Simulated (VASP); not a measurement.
# HfSiO₄: training a force field on the fly

HfSiO₄, I4_1/amd (no. 141), 48 atoms in the cell. PBE, machine-learned force field trained on the fly; PAW potentials Hf, Si, O (PBE set).

## Input

INCAR.step1:
```
ALGO     = Fast           # electronic algorithm
ANDERSEN_PROB= 0.1          
EDIFF    = 1E-5           # SCF threshold, eV
ENCUT    = 450            # plane-wave cutoff, eV
IBRION   = 0              # ionic algorithm
ISIF     = 2              # what is computed and relaxed
ISMEAR   = 0              # smearing method
ISYM     = 0            
LCHARG   = F              # write CHGCAR
LREAL    = Auto         
LWAVE    = F              # write WAVECAR
MDALGO   = 1            
ML_CTIFOR= 1E-6         
ML_ICRITERIA= 0            
ML_LMLFF = T            
ML_MODE  = train        
ML_NMDINT= 1            
NELM     = 100            # most SCF steps
NELMIN   = 4            
NSW      = 80             # ionic steps
POTIM    = 2.0            # step
PREC     = Normal         # precision mode
RANDOM_SEED= 106085 0 0   
SIGMA    = 0.05           # smearing width, eV
TEBEG    = 1050          
```

INCAR.step2, as INCAR.step1 but for:
```
- ANDERSEN_PROB = 0.1
- MDALGO = 1
- ML_CTIFOR = 1E-6
- ML_ICRITERIA = 0
- ML_NMDINT = 1
- NSW = 80
- RANDOM_SEED = 106085 0 0
- TEBEG = 1050
+ LANGEVIN_GAMMA = 10 10 10
+ MDALGO = 3
+ ML_CTIFOR = 0.02
+ NSW = 1500
+ RANDOM_SEED = 168431 0 0
+ TEBEG = 630
+ TEEND = 1312
```

INCAR.step3:
```
ALGO     = Fast           # electronic algorithm
EDIFF    = 1E-5           # SCF threshold, eV
ENCUT    = 450            # plane-wave cutoff, eV
ISMEAR   = 0              # smearing method
ISYM     = 0            
LCHARG   = F              # write CHGCAR
LREAL    = Auto         
LWAVE    = F              # write WAVECAR
ML_LMLFF = T            
ML_MODE  = refit        
NELM     = 100            # most SCF steps
NELMIN   = 4            
PREC     = Normal         # precision mode
SIGMA    = 0.05           # smearing width, eV
```

INCAR.step4:
```
ENCUT    = 450            # plane-wave cutoff, eV
IBRION   = -1             # ionic algorithm
ISMEAR   = 0              # smearing method
ISYM     = 0            
LCHARG   = F              # write CHGCAR
LWAVE    = F              # write WAVECAR
ML_LMLFF = T            
ML_MODE  = run          
NSW      = 0              # ionic steps
NWRITE   = 2            
PREC     = Normal         # precision mode
SIGMA    = 0.05           # smearing width, eV
```

INCAR.step5:
```
ALGO     = Fast           # electronic algorithm
EDIFF    = 1E-5           # SCF threshold, eV
ENCUT    = 450            # plane-wave cutoff, eV
ISMEAR   = 0              # smearing method
ISYM     = 0            
LCHARG   = F              # write CHGCAR
LREAL    = Auto         
LWAVE    = F              # write WAVECAR
NELM     = 100            # most SCF steps
NELMIN   = 4            
PREC     = Normal         # precision mode
SIGMA    = 0.05           # smearing width, eV
```

INCAR.step6:
```
EDIFFG   = -2E-4          # ionic threshold
ENCUT    = 450            # plane-wave cutoff, eV
IBRION   = 2              # ionic algorithm
ISIF     = 2              # what is computed and relaxed
ISMEAR   = 0              # smearing method
ISYM     = 0            
LCHARG   = F              # write CHGCAR
LWAVE    = F              # write WAVECAR
ML_LMLFF = T            
ML_MODE  = run          
NSW      = 300            # ionic steps
NWRITE   = 0            
PREC     = Normal         # precision mode
SIGMA    = 0.05           # smearing width, eV
```

INCAR.step9, as INCAR.step6 but for:
```
- EDIFFG = -2E-4
- IBRION = 2
- NSW = 300
+ IBRION = 6
+ NFREE = 2
+ NSW = 1
+ PHON_LMC = T
+ PHON_NSTRUCT = -1
+ POTIM = 0.01
```

KPOINTS:
```
k-points
0
Gamma
  1 1 1
```

POSCAR.step1:
```
HfSiO4
1.0
    6.5725000000      0.0000000000      0.0000000000
    0.0000000000      6.5725000000      0.0000000000
    0.0000000000      0.0000000000     11.9264000000
Hf Si O
8 8 32
Direct
   -0.0053601600     -0.0045175100      0.0022820800
    0.0027018400     -0.0066561600      0.5009339200
    0.0038898500      0.4907356000      0.1200872900
   -0.0042315100      0.4906272500      0.6278448200
    0.5076275900      0.5100542000      0.2524201400
    0.4968246500      0.5013950400      0.7517033200
    0.4942271600      0.0159852700      0.3763891600
    0.5066299500     -0.0056383000      0.8762922100
   -0.0041527200     -0.0028704600      0.2432750600
    0.0134985100      0.0062771800      0.7466354400
    0.4979427300     -0.0033978000      0.1242879900
    0.5062726600     -0.0093133200      0.6166381000
    0.5002282300      0.4928719800      0.0013936700
    0.4866028500      0.4950851500      0.5035885400
   -0.0007816700      0.4990683800      0.3762322900
   -0.0052113500      0.5015754200      0.8747692300
    0.3105871000      0.5035639500      0.0933098600
    0.3146876900      0.5014153800      0.5865416900
    0.5057694800      0.8245085400      0.2188069200
    0.5189422300      0.8170207800      0.7194933900
    0.1893047700      0.0001944100      0.3434398900
    0.1853982700      0.0139390300      0.8395538500
    0.5078992900      0.1731208500      0.2133552800
    0.4986226200      0.1827407600      0.7141976700
    0.3211561400     -0.0058525000      0.0366696900
    0.3265320600     -0.0081379700      0.5370900700
    0.0048144900      0.1825367000      0.1615246600
   -0.0084633100      0.1848666700      0.6576733000
    0.6800440700      0.0016588900      0.0287360000
    0.6867471000      0.0014566800      0.5267346600
    0.4969246600      0.3207922300      0.4125082200
    0.5067386500      0.3228803700      0.9136226700
    0.8129610600     -0.0001707600      0.3478550400
    0.8244154200     -0.0086779000      0.8389989000
    0.0039173200      0.3297407000      0.4627026100
   -0.0031957000      0.3199769800      0.9659364200
    0.6959369900      0.4930125600      0.0906698000
    0.6836670800      0.4993858600      0.5858680000
    0.0014814600      0.6752085600      0.4720618100
   -0.0040524100      0.6846522300      0.9577856000
    0.8127516800      0.4996028000      0.2760397200
    0.8086028100      0.5169745100      0.7866293400
    0.5034231500      0.6808557000      0.4041510700
    0.5074801600      0.6828299600      0.9150592300
    0.1913303900      0.4942698600      0.2861662200
    0.1798165900      0.4993252500      0.7859400600
   -0.0074243500      0.8151069100      0.1638195400
    0.0147520300      0.8275740000      0.6630495000
```

Commands (each step's output is kept before the next begins):
```
cat potpaw_PBE.64/Hf/POTCAR potpaw_PBE.64/Si/POTCAR potpaw_PBE.64/O/POTCAR > POTCAR
cp INCAR.step1 INCAR
cp POSCAR.step1 POSCAR
mpirun -np 8 vasp_gam > vasp.out
cp ML_ABN ../ML_AB
cp CONTCAR POSCAR
cp ../ML_AB ML_AB
cp INCAR.step2 INCAR
mpirun -np 8 vasp_gam > vasp.out
cp ML_ABN ../ML_AB
cp CONTCAR POSCAR
cp ../ML_AB ML_AB
cp INCAR.step3 INCAR
mpirun -np 8 vasp_gam > vasp.out
cp ML_FFN ../ML_FF
cp ../ML_FF ML_FF
rm ML_AB
cp INCAR.step4 INCAR
mpirun -np 8 vasp_gam > vasp.out
cp INCAR.step5 INCAR
mpirun -np 8 vasp_gam > vasp.out
cp INCAR.step6 INCAR
mpirun -np 8 vasp_gam > vasp.out
cp CONTCAR ../POSCAR.min
cp CONTCAR POSCAR
cp INCAR.step5 INCAR
mpirun -np 8 vasp_gam > vasp.out
cp INCAR.step4 INCAR
mpirun -np 8 vasp_gam > vasp.out
cp INCAR.step9 INCAR
mpirun -np 8 vasp_gam > vasp.out
cp DYNMATFULL ../DYNMATFULL
```

## Result

- Force error of the fit (eV/Å): 0.035
- Energy error of the fit (eV/atom): 0.0003

The training runs are MD at 630 to 1312 K, 3.2 ps in all.

Between the relaxed minimum and a frame of the training run, the force field gives 8.140 eV and DFT 8.206 eV.

So the force field is off by 0.07 eV there.

ML_LOGFILE.step1:
```
# STATUS This line describes the overall status of each step.
# STATUS
# STATUS nstep ..... MD time step or input structure counter
# STATUS state ..... One-word description of step action
# STATUS             - "accurate"  (1) : Errors are low, force field is used
# STATUS             - "threshold" (2) : Errors exceeded threshold, structure is sampled from ab initio
# STATUS             - "learning"  (3) : Stored configurations are used for training force field
# STATUS             - "critical"  (4) : Errors are high, ab initio sampling and learning is enforced
# STATUS             - "predict"   (5) : Force field is used in prediction mode only, no error checking
# STATUS             - "predfast"  (6) : Prediction mode only, no error checking, no error estimates
# STATUS             - "interval"  (7) : Errors exceeded threshold, but too close to last sampling (ML_NMDINT)
# STATUS is ........ Integer representation of above one-word description (integer in parenthesis)
# STATUS doabin .... Perform ab initio calculation (T/F)
# STATUS iff ....... Force field available (T/F, False after startup hints to possible convergence problems)
[... 34 lines left out ...]
BEEF                   77   3.60284662E-06   3.06314229E-02   1.30801215E-02   1.00000000E-06   3.71286841E-01   2.51282402E-01
BEEF                   78   3.46535714E-06   2.71504517E-02   1.25559100E-02   1.00000000E-06   3.57192211E-01   2.45679413E-01
BEEF                   79   3.43877354E-06   2.76316500E-02   1.24847992E-02   1.00000000E-06   3.48467916E-01   2.43655567E-01
BEEF                   80   3.49500791E-06   2.89979539E-02   1.26266549E-02   1.00000000E-06   3.50155677E-01   2.45004205E-01
ERR                    77   3.49034176E-04   6.06959763E-02   6.74645850E-01
ERR                    78   3.14199587E-04   6.02246931E-02   7.10893760E-01
ERR                    79   3.33956394E-04   6.05357924E-02   6.97469662E-01
ERR                    80   3.24023388E-04   6.04544925E-02   7.08012595E-01
```

ML_LOGFILE.step2:
```
# STATUS This line describes the overall status of each step.
# STATUS
# STATUS nstep ..... MD time step or input structure counter
# STATUS state ..... One-word description of step action
# STATUS             - "accurate"  (1) : Errors are low, force field is used
# STATUS             - "threshold" (2) : Errors exceeded threshold, structure is sampled from ab initio
# STATUS             - "learning"  (3) : Stored configurations are used for training force field
# STATUS             - "critical"  (4) : Errors are high, ab initio sampling and learning is enforced
# STATUS             - "predict"   (5) : Force field is used in prediction mode only, no error checking
# STATUS             - "predfast"  (6) : Prediction mode only, no error checking, no error estimates
# STATUS             - "interval"  (7) : Errors exceeded threshold, but too close to last sampling (ML_NMDINT)
# STATUS is ........ Integer representation of above one-word description (integer in parenthesis)
# STATUS doabin .... Perform ab initio calculation (T/F)
# STATUS iff ....... Force field available (T/F, False after startup hints to possible convergence problems)
[... 34 lines left out ...]
BEEF                 1497   4.55728620E-06   3.13907067E-02   1.40395298E-02   3.85456652E-02   5.65345710E-01   4.10503418E-01
BEEF                 1498   4.63751259E-06   3.11255268E-02   1.41950651E-02   3.85456652E-02   5.89458611E-01   4.30369775E-01
BEEF                 1499   4.65778805E-06   3.08445496E-02   1.41543234E-02   3.85456652E-02   5.96353023E-01   4.37265011E-01
BEEF                 1500   4.63516051E-06   3.06162393E-02   1.40851370E-02   3.78777855E-02   5.89057225E-01   4.32085907E-01
ERR                  1283   4.55789552E-04   5.74218404E-02   9.12165104E-01
ERR                  1377   5.02417089E-04   5.78340121E-02   8.89145374E-01
ERR                  1465   5.40906971E-04   5.67652224E-02   9.30649584E-01
ERR                  1500   5.48100518E-04   5.68192753E-02   9.42149346E-01
```

ML_LOGFILE.step3:
```
# STATUS This line describes the overall status of each step.
# STATUS
# STATUS nstep ..... MD time step or input structure counter
# STATUS state ..... One-word description of step action
# STATUS             - "accurate"  (1) : Errors are low, force field is used
# STATUS             - "threshold" (2) : Errors exceeded threshold, structure is sampled from ab initio
# STATUS             - "learning"  (3) : Stored configurations are used for training force field
# STATUS             - "critical"  (4) : Errors are high, ab initio sampling and learning is enforced
# STATUS             - "predict"   (5) : Force field is used in prediction mode only, no error checking
# STATUS             - "predfast"  (6) : Prediction mode only, no error checking, no error estimates
# STATUS             - "interval"  (7) : Errors exceeded threshold, but too close to last sampling (ML_NMDINT)
# STATUS is ........ Integer representation of above one-word description (integer in parenthesis)
# STATUS doabin .... Perform ab initio calculation (T/F)
# STATUS iff ....... Force field available (T/F, False after startup hints to possible convergence problems)
[... 20 lines left out ...]
# BEEF bee_ave_stress ... Bayesian error estimate of stresses (average) (kB)
# BEEF              nstep       bee_energy    bee_max_force    bee_ave_force        threshold   bee_max_stress   bee_ave_stress
# BEEF                  2                3                4                5                6                7                8
# SPRSC This line shows the results of sparsification regarding the number
# SPRSC of reference structures and local reference configurations.
# SPRSC
STATUS                  0  learning  3      T      F         0         0
STATUS                  1  accurate  1      F      T         1         1
SPRSC                   0       132       132 Hf       313       313 Si       355       355 O       1188      1188
ERR                     0   2.86485153E-04   3.45556846E-02   4.52329911E-01
```

VASP 6.6.1 took 916 s on 8 cores (Intel Xeon 6975P-C (Granite Rapids)), a shared host.
